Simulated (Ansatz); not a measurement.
# Sb under changes of volume

One of the cells (26.666 Å³/atom); the others are scaled copies at fixed shape and fractional positions:

```
Sb
1.0
     0.00000    2.37124    2.37124
     2.37124    0.00000    2.37124
     2.37124    2.37124    0.00000
Sb
1
Direct
  0.00000 0.00000 0.00000
```

This isn't the form of Sb at room conditions, which is rhombohedral.

| Property | Result |
| --- | --- |
| Program | Ansatz 0.2.0 |
| Functional | r2SCAN |
| Potentials or basis | Ansatz PAW |
| Cutoff | 500 eV (not typed: the program's choice for these potentials) |
| k mesh | 10 × 10 × 10 |
| Occupations | fermi-dirac, width 0.05 eV |
| Spin | no spin polarisation |

```tsv
volume (Å³/atom)	energy over the lowest point (meV/atom)	pressure (GPa)
25.066	?	?
25.599	17.19	3.8
26.133	7.19	2.4
26.666	1.65	1.1
27.199	0.00	-0.1
27.733	1.96	-1.2
28.266	7.41	-2.2
```

Q: What does the run at 25.066 Å³/atom give?

A: Energy over the lowest point 32.50 meV/atom; pressure 5.5 GPa.

Worked out: A Birch-Murnaghan fit of order 3 (a polynomial in V^(-2/3)) to the other rows has its minimum at 27.16 Å³/atom with B0 = V·E''(V) = 56 GPa and B' = 3.2. It gives 31.79 meV/atom at 25.066 Å³/atom, against the run's 32.50, and -dE/dV = 5.1 GPa, against 5.5.

Energies are extrapolated to zero smearing.

Caveats: the PAW data sets come from PBE, with cores solved anew for the run's functional, which leaves a small shift of forces and pressure.
